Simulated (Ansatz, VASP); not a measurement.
**Bi2Te3 (Tellurobismuthite): VASP beside Ansatz**

```
Bi Te
1.0
     2.20752    1.27451   10.23299
    -2.20752    1.27451   10.23299
     0.00000   -2.54903   10.23299
Bi Te
2 3
Direct
  0.60000 0.60000 0.60000
  0.40000 0.40000 0.40000
  0.79050 0.79050 0.79050
  0.20950 0.20950 0.20950
  0.00000 0.00000 0.00000
```

Change from the starting cell: volume scaled by 1.02.

Alike in both runs: task single point; functional PBEsol; k mesh 7 × 7 × 7; occupations fermi-dirac, width 0.05 eV; no spin polarisation.

|  | VASP | Ansatz |
| --- | --- | --- |
| version | VASP 6.6.1 | Ansatz 0.2.0 |
| potentials or method | VASP PAW PBE potentials, release 64 (Bi_d, Te) | Ansatz PAW |
| plane-wave cutoff (eV) | 520 | 420 |
| valence electrons in the cell | 48 | 78 |

Ansatz gave:

| Property | Result |
| --- | --- |
| gap on the k mesh at the Fermi level (eV) | 0.25 |
| least direct gap on the mesh (eV) | 0.25 |
| pressure (GPa) | -1.6 |
| largest component of the traceless stress (GPa) | 0.24 |
| rms of the force components (eV/Å) | 0.091 |

Question: Which values does VASP return?

Answer: gap on the k mesh at the Fermi level (eV): 0.24; least direct gap on the mesh (eV): 0.24; pressure (GPa): -1.5; largest component of the traceless stress (GPa): 0.24; rms of the force components (eV/Å): 0.084.

Atom by atom the forces differ by 0.007 eV/Å (rms over components). The functional is the same, so the differences come from potentials, cutoffs and numerics. The two sets of potentials don't hold the same shells in valence.

Caveats: spin-orbit coupling is left out, which as a rule narrows the gap of such compounds by several tenths of an eV; the PAW data sets were made with another functional, which shifts forces and pressure a little (VASP); an odd mesh through Γ misses points on the zone boundary, where band edges often lie (VASP); odd divisions of the mesh miss points on the zone boundary, where band edges often lie, so the gap on the mesh can be too wide (Ansatz); the PAW data sets come from PBE, with cores solved anew for the run's functional, which leaves a small shift of forces and pressure (Ansatz).
